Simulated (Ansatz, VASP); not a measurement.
SbS4: VASP beside Ansatz

Contents of INCAR:

```
PREC = Accurate ; ENCUT = 600
EDIFF = 1E-7 ; ISMEAR = 0
SIGMA = 0.1 ; LREAL = False
LASPH = True ; NELM = 60
ALGO = Normal ; ISIF = 3
LWAVE = False ; LCHARG = False
GGA = PE ; IBRION = 2
NSW = 90 ; EDIFFG = -0.04
```

KPOINTS

```
regular mesh
0
Gamma
  4 4 4
```

The input POSCAR:

```
SbS4
1.0
    5.1416883000      0.0000000000      0.0000000000
    0.0000000000      5.1416883000      0.0000000000
    0.0000000000      0.0000000000      5.1416883000
Sb S
1 4
Direct
    0.0000000000      0.0000000000      0.0000000000
    0.2500000000      0.2500000000      0.2500000000
    0.7500000000      0.7500000000      0.2500000000
    0.2500000000      0.7500000000      0.7500000000
    0.7500000000      0.2500000000      0.7500000000
```

Input for Ansatz:

```yaml
crystal:
  lattice:
    - [5.1416883, 0.0, 0.0]
    - [0.0, 5.1416883, 0.0]
    - [0.0, 0.0, 5.1416883]
  atoms:
    - { symbol: Sb, position: [0.0, 0.0, 0.0] }
    - { symbol: S, position: [0.25, 0.25, 0.25] }
    - { symbol: S, position: [0.75, 0.75, 0.25] }
    - { symbol: S, position: [0.25, 0.75, 0.75] }
    - { symbol: S, position: [0.75, 0.25, 0.75] }
basis:
  ecutwfc: 420
kpoints:
  mp_grid: { grid: [4, 4, 4] }
hamiltonian:
  xc: pbe
scf:
  occupations: { method: gaussian, width: 0.1 }
  lower_state_search: "off"
output:
  forces: true
  stress: true
  eigenvalues: true
relax:
  adjacent_minimum: "off"
  f_tol: 0.04
  max_steps: 70
  cell: { stress_tol: 0.4 }
```

Change from the starting cell: species swapped into the SnI4 type (P-43m, No. 215).

Alike in both runs: task relaxation of cell and atoms; functional PBE; k mesh 4 × 4 × 4; occupations gaussian, width 0.1 eV; no spin polarisation.

```csv
,VASP,Ansatz
version,VASP 6.6.1,Ansatz 0.2.0
potentials or method,"VASP PAW PBE potentials, release 64 (Sb, S)","scalar-relativistic, plane waves, PAW"
plane-wave cutoff (eV),600,420
valence electrons in the cell,29,39
```

|  | VASP | Ansatz | Ansatz less VASP |
| --- | --- | --- | --- |
| gap on the k mesh at the Fermi level, each at its own relaxed structure (eV) | none | none | - |
| relaxed volume (Å³/atom) | 22.57 | 22.62 | +0.042 |
| relaxed cell length with the largest relative difference (Å) | 4.833 | 4.836 | +0.0030 |
| energy change over the relaxation (meV/atom) | -194 | -191 | +2.9 |

A gap of «none» marks a metal or a gap that the smearing closes. The two sets of potentials don't hold the same shells in valence.

Caveats: the volume moved by over 15 % at a fixed basis, so the end points are rough (VASP). Spin-orbit coupling is left out, which matters for the levels of Sb.
